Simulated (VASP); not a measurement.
# AlP (F-43m) in VASP: further runs, part 2 of 2

VASP 6.6.1.

## (4) Relaxation of cell and atoms, PBEsol, target pressure -2 GPa, at which the enthalpy is minimised

This run uses another cell than the first one, of 20.46 Å³/atom, 0.976 times its volume.

The input, INCAR:

```
ALGO = Normal ; EDIFF = 1E-7
EDIFFG = -0.002 ; ENCUT = 500
GGA = PS ; GGA_COMPAT = False
IBRION = 2 ; ISIF = 3
ISMEAR = 0 ; LASPH = True
LCHARG = False ; LREAL = False
LWAVE = False ; NELM = 120
NELMIN = 4 ; NSW = 100
PREC = Accurate ; PSTRESS = -20.0
SIGMA = 0.01
```

The input, KPOINTS:

```
k-points
0
Gamma
  8 8 8
```

The input, POSCAR:

```
AlP
1.0
    2.7351224725      2.7351224725      0.0000000000
   -2.7351224725      2.7351224725      0.0000000000
    0.0000000000      2.7351224725      2.7351224725
Al P
1 1
Direct
    0.0000000000      0.0000000000      0.0000000000
    0.7500000000      0.2500000000      0.5000000000
```

Potentials or basis: VASP PAW PBE potentials, release 64 (Al, P).

On the command line:

```
$ cat potpaw_PBE.64/Al/POTCAR potpaw_PBE.64/P/POTCAR > POTCAR
$ mpirun -np 1 vasp_std > vasp.out
```

OUTCAR:

```text
EDIFF = 1E-7
   EDIFFG = -0.002
   ENCUT = 500
   GGA = PS
   IBRION = 2
   ISIF = 3
   ISMEAR = 0
   LASPH = True
   LREAL = False
   NELM = 120
   NELMIN = 4
   NSW = 100
   PREC = Accurate
   PSTRESS = -20.0

 ion  position               nearest neighbor table
   1  0.000  0.000  0.000-   2 2.37   2 2.37   2 2.37   2 2.37
   2  0.750  0.250  0.500-   1 2.37   1 2.37   1 2.37   1 2.37

  LATTYP: Found a face centered cubic cell.
 ALAT       =     5.4702449450

  Lattice vectors:

 A1 = (   0.0000000000,   2.7351224725,   2.7351224725)
 A2 = (   2.7351224725,   0.0000000000,   2.7351224725)
 A3 = (   2.7351224725,   2.7351224725,   0.0000000000)

Analysis of symmetry for initial positions (statically):
=====================================================================
 Subroutine PRICEL returns:
 Original cell was already a primitive cell.

 Routine SETGRP: Setting up the symmetry group for a
 face centered cubic supercell.

 Subroutine GETGRP returns: Found 24 space group operations
 (whereof 24 operations were pure point group operations)
 out of a pool of 48 trial point group operations.

The static configuration has the point symmetry T_d .

Analysis of symmetry for dynamics (positions and initial velocities):
[... 168 lines left out ...]
  Total        0.0116832      0.0116832      0.0116832      0.0000000      0.0000000     -0.0000000
  in kB        0.4574158      0.4574158      0.4574158      0.0000000      0.0000000     -0.0000000
  external PRESSURE =      20.4574158 kB  Pullay stress =     -20.0000000 kB
[... 63 lines left out ...]
--------------------------------------- Ionic step        3  -------------------------------------------

 number of electron       8.0000001 magnetization

 Free energy of the ion-electron system (eV)
  ---------------------------------------------------
  ext. energy  EPLUGINS =         0.00000000
  ---------------------------------------------------
  free energy    TOTEN  =       -10.98878501 eV

  energy without entropy =      -10.98878501  energy(sigma->0) =      -10.98878501

 E-fermi :   4.3669     XC(G=0):  -9.2491

 val. band max:        4.2613842410   @ k =   0.0000   0.0000   0.0000
 cond. band min:       5.7577523386   @ k =   0.5000   0.5000   0.0000
 fundamental gap:      1.4963680977
 Fermi energy:         4.3668515892

 k-point     1 :       0.0000    0.0000    0.0000
  band No.  band energies     occupation
      1      -7.0941      2.00000
      2       4.2614      2.00000
      3       4.2614      2.00000
      4       4.2614      2.00000
      5       7.2116      0.00000
      6       8.7312      0.00000
      7       8.7312      0.00000
      8       8.7312      0.00000
[... 243 lines left out ...]
 k-point    24 :       0.5000    0.2500    0.1250
  band No.  band energies     occupation
      1      -5.1679      2.00000
      2      -0.8381      2.00000
      3       1.7002      2.00000
      4       2.8045      2.00000
      5       8.0904      0.00000
      6       8.6569      0.00000
      7      10.9975      0.00000
      8      11.7860      0.00000

 [... further k-points ...]

------------------------ aborting loop because EDIFF is reached ----------------------------------------

  FORCE on cell =-STRESS in cart. coord.  units (eV):
  Direction    XX          YY          ZZ          XY          YZ          ZX
  --------------------------------------------------------------------------------------
  -------------------------------------------------------------------------------------
  Total       -0.5228457     -0.5228457     -0.5228457     -0.0000000      0.0000000      0.0000000
  in kB      -19.9712342    -19.9712342    -19.9712342     -0.0000000      0.0000000      0.0000000
  external PRESSURE =       0.0287658 kB  Pullay stress =     -20.0000000 kB
[... 21 lines left out ...]
  energy  without entropy=      -10.9887850090  energy(sigma->0) =      -10.98878501

  enthalpy is  TOTEN    =       -11.5123837933 eV   P V=       -0.5235987843

 reached required accuracy - stopping structural energy minimisation
```

CONTCAR:

```text
AlP
   1.00000000000000
     2.7577172784658415    2.7577172784658415    0.0000000000000000
    -2.7577172784658415    2.7577172784658415    0.0000000000000000
    -0.0000000000000000    2.7577172784658415    2.7577172784658415
  Al              P
     1     1
Direct
     0.0000000000000000    0.0000000000000000    0.0000000000000000
     0.7500000000000000    0.2500000000000000    0.5000000000000000

  0.00000000E+00  0.00000000E+00  0.00000000E+00
  0.00000000E+00  0.00000000E+00  0.00000000E+00
```

Run time: 18 s. Hardware: 1 thread of Intel Xeon 6975P-C, shared host; peak memory 0.15 GiB.

What came out:

```yaml
Free_energy: -10.9888 eV
Relaxed_volume: 20.97 Å³/atom
Relaxed_cell: a = 3.900 Å, b = 3.900 Å, c = 3.900 Å, α = 60.00°, β = 60.00°, γ = 90.00°
Space_group_after_relaxing_to_0.05_Å: F-43m (No. 216)
Energy_change_on_relaxing_the_enthalpy_is_what_falls: +3.2 meV/atom
Ionic_steps: 3
Pressure_after_relaxing: -2.0 GPa
Band_gap_on_the_k_mesh: 1.50 eV, indirect (least direct gap 2.95 eV)
```

The path:
| step | energy change (eV) | largest force (eV/Å) | pressure (GPa) | volume (Å³) |
| --- | --- | --- | --- | --- |
| 1 | 0.0000 | 0.0000 | 0.05 | 40.92 |
| 2 | 0.0149 | 0.0000 | -2.98 | 42.49 |
| 3 | 0.0064 | 0.0000 | -2.00 | 41.94 |

Final structure:
```
Al P
1.0
     2.75772    2.75772    0.00000
    -2.75772    2.75772    0.00000
     0.00000    2.75772    2.75772
Al P
1 1
Cartesian
  0.0000 0.0000 0.0000
  1.3789 4.1366 1.3789
```

Caveat: the cell is relaxed towards a set pressure, so the enthalpy falls and the energy may rise; the PAW data sets were made with another functional, which shifts forces and pressure a little.

## (5) Against experiment

Step 3. A measured gap of AlP is 2.505 eV (indirect; 4.2 K; a printed reference work, data compilation); the calculated 1.49 eV misses it by -1.01 eV. The value is that of PBEsol on a finite k mesh, which can miss the band edges, without temperature or zero-point motion. Semilocal functionals fall short of measured gaps as a rule.
